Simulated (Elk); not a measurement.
# How BaS absorbs and reflects light

Wanted: where BaS starts to absorb, how strongly, and its refractive index.

Main program and level: Elk 11.2.3 (patched build); DFT, PBE, all-electron APW+lo, Dirac cores, scalar-relativistic bands, independent-particle optical response without local fields.

### 1. The starting structure

The structure is cubic, space group Fm-3m (No. 225). Conventional cell: a = 6.388 Å, b = 6.388 Å, c = 6.388 Å, α = 90.00°, β = 90.00°, γ = 90.00°. Nearest to Ba lie 6 S at 3.19 Å. S has 6 Ba at 3.19 Å nearest. Farther neighbours and most contacts between anions are not listed.

### 2. Ground state

First the ground state: is it a metal or has it a gap?

This step: DFT, PBE, all-electron APW+lo, Dirac cores, scalar-relativistic bands, ground state (Elk 11.2.3 (patched build)).

elk.in

```
tasks
  0
  120

xctype
  20

nempty
  14

lorbcnd
  .true.

rgkmax
  7.0

swidth
  0.0018375

maxscl
  100

epsengy
  1e-05

sppath
  './'

avec
  0.000000000000 6.035312810524 6.035312810524
  6.035312810524 0.000000000000 6.035312810524
  6.035312810524 6.035312810524 0.000000000000

atoms
  2
  'Ba.in'
  1
  0.000000000000 0.000000000000 0.000000000000   0.000 0.000 0.000
  'S.in'
  1
  0.500000000000 0.500000000000 0.500000000000   0.000 0.000 0.000

ngridk
  9 9 9
```

Launch:

```
> OMP_NUM_THREADS=4 elk
```

The next run changes these lines of the input before it:

```diff
@@ -1,4 +1,6 @@
 tasks
-  0
-  120
+  121
+
+optcomp
+  1 1
 
@@ -17,9 +19,7 @@
 swidth
-  0.0018375
+  0.0055124
 
-maxscl
-  100
-
-epsengy
-  1e-05
+wplot
+  400 100 0
+  0.0 0.80849
```

What does the calculation give for the electronic dielectric constant ε∞, mean over x, y and z; and main peak of Im epsilon, first axis?

At this level (PBE, independent particles) BaS has ε∞ = 5.11 and n = 2.28 at 1550 nm, and Im ε peaks at 6.1 eV. On the mesh the gap is 2.26 eV and the least direct gap 2.36 eV, so on this mesh the band edges lie at different points. Distinct maxima of Im ε, read by a parabola through the highest points, lie at 3.27 eV (2.3), 6.11 eV (7.5), 6.81 eV (7.2) and 17.49 eV (2.9).

| Item | Value |
| --- | --- |
| electronic dielectric constant ε∞, mean over x, y and z (by symmetry where fewer were run) (independent particles) | 5.11 |
| main peak of Im epsilon, first axis | 6.11 eV |

Excitons and phonon-assisted transitions are missing, and so are local fields; PBE gaps are as a rule too small, which pulls the onset down and ε∞ up. Spin-orbit coupling is left out although heavy atoms are present. The sum runs over mesh points, so small or evenly spaced maxima can still be ripples of the mesh. The curves end at 22 eV, about where the summed bands run out.

[Machine, clock and banner lines and Python warnings are left out of the logs.]

[Logs are printed without paths, hosts, clocks, repeated set-up lines and the standing remarks that a program may print on its own settings, such as how far it seeks lower states.]

[Hosts, paths, dates, database ids (printed as entryN), source tags and the programs' standing remarks are cut or masked in the printed files.]
